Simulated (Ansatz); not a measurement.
**SnSe: band structure with PBE**

Crystal: SnSe.

```xyz
8
Lattice="11.4200 0.0000 0.0000 0.0000 4.1900 0.0000 0.0000 0.0000 4.4600" Properties=species:S:1:pos:R:3 pbc="T T T"
Sn   10.0153    3.1425    4.0541
Sn    7.1147    1.0475    1.8241
Sn    4.3053    3.1425    2.6359
Sn    1.4047    1.0475    0.4059
Se    7.3431    3.1425    4.3886
Se    9.7869    1.0475    2.1586
Se    1.6331    3.1425    2.3014
Se    4.0769    1.0475    0.0714
```

```yaml
Program: Ansatz 0.2.0
Task: band structure
Functional: PBE
Potentials_or_basis: Ansatz PAW
Cutoff: "420 eV (not typed: the program's choice for these potentials)"
k_mesh: 3 × 6 × 6
Occupations: fermi-dirac, width 0.05 eV
Spin: no spin polarisation
Path: "[[\"G\", \"X\", \"S\", \"Y\", \"G\", \"Z\", \"U\", \"R\", \"T\", \"Z\"], [\"Y\", \"T\"], [\"U\", \"X\"], [\"S\", \"R\"]]"
Points_for_each_segment_of_the_path: 10
```

```json
{
  "Pressure": "2.4 GPa",
  "Largest force": "0.311 eV/Å",
  "Band gap on the k mesh": "0.54 eV, indirect (least direct gap 0.71 eV)",
  "Band gap along the path": "0.58 eV, indirect (least direct gap 0.73 eV)"
}
```

Forces in eV/Å, atoms in the order of the input:
```
Sn   0.310  0.000 -0.019
Sn  -0.310  0.000 -0.019
Sn   0.310  0.000  0.019
Sn  -0.310  0.000  0.019
Se  -0.259  0.000  0.029
Se   0.259  0.000  0.029
Se  -0.259  0.000 -0.029
Se   0.259  0.000 -0.029
```

Stress tensor (GPa, compression positive):
```
4.22 0.00 0.00
0.00 1.59 0.00
0.00 0.00 1.38
```

Levels at the corners of the path, in eV from the valence-band top:
```
point  band 57  band 58  band 59  band 60  band 61  band 62  band 63  band 64
    Γ    -1.55    -1.20    -0.78    -0.57     0.79     2.96     3.04     3.07
    X    -1.03    -1.03    -0.76    -0.76     0.91     0.91     1.39     1.39
    S    -2.26    -2.26    -1.52    -1.52     2.86     2.86     3.11     3.11
    Y    -0.78    -0.78    -0.32    -0.32     1.26     1.26     1.58     1.58
    Γ    -1.55    -1.20    -0.78    -0.57     0.79     2.96     3.04     3.07
    Z    -1.84    -1.84    -0.64    -0.64     2.64     2.64     2.83     2.83
    U    -1.02    -1.02    -1.02    -1.02     1.40     1.40     1.40     1.40
    R    -1.54    -1.54    -1.54    -1.54     2.62     2.62     2.62     2.62
    T    -0.55    -0.55    -0.30    -0.30     1.25     1.25     1.60     1.60
    Z    -1.84    -1.84    -0.64    -0.64     2.64     2.64     2.83     2.83
    Y    -0.78    -0.78    -0.32    -0.32     1.26     1.26     1.58     1.58
    T    -0.55    -0.55    -0.30    -0.30     1.25     1.25     1.60     1.60
    U    -1.02    -1.02    -1.02    -1.02     1.40     1.40     1.40     1.40
    X    -1.03    -1.03    -0.76    -0.76     0.91     0.91     1.39     1.39
    S    -2.26    -2.26    -1.52    -1.52     2.86     2.86     3.11     3.11
    R    -1.54    -1.54    -1.54    -1.54     2.62     2.62     2.62     2.62
```

Run time: 20 s on 2 threads of AMD EPYC 9R45 96-Core Processor (Zen 5), on a shared host, peak memory 1.2 GiB.

The gap isn't set beside the measured one, since this odd mesh misses points on the zone boundary.

Caveat: spin-orbit coupling is left out, which moves the levels of the heavy elements.
